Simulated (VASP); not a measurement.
Runs of VASP 6.6.1 on Al2Au. Symmetry: Fm-3m, No. 225, cubic system. The conventional cell has a = 6.000 Å, b = 6.000 Å, c = 6.000 Å, α = 90.00°, β = 90.00°, γ = 90.00°. Around Au (site symmetry m-3m) lie 8 Al at 2.60 Å. Al (site symmetry -43m) is surrounded by 4 Au at 2.60 Å. 

```tsv
task	level	potentials or basis	cell	cutoff (eV)	ladder	by perturbation theory	gap on the mesh (eV)	pressure (GPa)	V0 of scaled cells (Å³/atom)	relaxed volume (Å³/atom)	B0 (GPa)
relaxation of cell and atoms	r2SCAN	VASP PAW PBE potentials, release 64 (Au, Al)	relaxed	600	gaps	-	none	0.0	-	18.02	-
single point	PBE	VASP PAW PBE potentials, release 64 (Au, Al)	as given	520	-	-	none	3.0	-	-	-
single point	PBEsol	VASP PAW PBE potentials, release 64 (Au, Al)	as given	520	free	-	none	(a)	-	-	-
relaxation of cell and atoms	PBE+D3(BJ)	VASP PAW PBE potentials, release 64 (Au, Al)	relaxed	600	gaps	-	none	0.0	-	17.88	-
equation of state	PBEsol	VASP PAW PBE potentials, release 64 (Au, Al)	as given	520	free	-	-	-	17.99	-	(b)
relaxation of cell and atoms	LDA	VASP PAW LDA potentials, release 64 (Au, Al)	relaxed	600	gaps	-	none	0.0	-	17.63	-
equation of state	PBE	VASP PAW PBE potentials, release 64 (Au, Al)	as given	520	-	-	-	-	(c)	-	104
```

Alike in all rows: no spin polarisation; k mesh 8 × 8 × 8; smearing fermi-dirac 0.05 eV.

Question: Estimate the missing entries.

Answer: (a) -0.1; (b) 114; (c) 18.51.

Caveats: the PAW data sets were made with another functional, which shifts forces and pressure a little (some runs); pairwise dispersion overbinds metals, which lowers pressure and volume (some runs).

A k mesh can miss the band edges, and the runs leave out spin-orbit coupling on Au.

A gap of «none» marks a metal or a gap under the smearing width.

Not every run made on this cell is shown here.
